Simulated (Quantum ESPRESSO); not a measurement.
# PbO2 under changes of volume

One of the cells (13.151 Å³/atom); the others are scaled copies at fixed shape and fractional positions:

```
Pb O
1.0
     0.00000    2.70199    2.70199
     2.70199    0.00000    2.70199
     2.70199    2.70199    0.00000
Pb O
1 2
Direct
  0.00000 0.00000 0.00000
  0.75000 0.75000 0.75000
  0.25000 0.25000 0.25000
```

The cell comes from a database or a generator and needn't be the stable form of this composition.

- Program: Quantum ESPRESSO 7.5
- Functional: PBEsol
- Potentials or basis: GBRV 1.5 PBEsol
- Cutoff: 612 eV
- Density cutoff: 4898 eV
- k mesh: 9 × 9 × 9
- Occupations: fermi-dirac, width 0.05 eV
- Spin: no spin polarisation

```csv
volume (Å³/atom),energy over the lowest point (meV/atom),pressure (GPa)
12.362,2.13,2.8
12.625,0.00,-0.5
12.888,?,?
13.151,10.83,-6.2
13.414,22.64,-8.5
13.677,38.03,-10.5
13.940,56.58,-12.3
```

Task: What does the run at 12.888 Å³/atom give?

Result: Energy over the lowest point 3.10 meV/atom; pressure -3.5 GPa.

Worked out: A Birch-Murnaghan fit of order 3 (a polynomial in V^(-2/3)) to the other rows has its minimum at 12.60 Å³/atom with B0 = V·E''(V) = 155 GPa and B' = 5.0. It gives 3.11 meV/atom at 12.888 Å³/atom, against the run's 3.10, and -dE/dV = -3.4 GPa, against -3.5.

Energies are extrapolated to zero smearing.
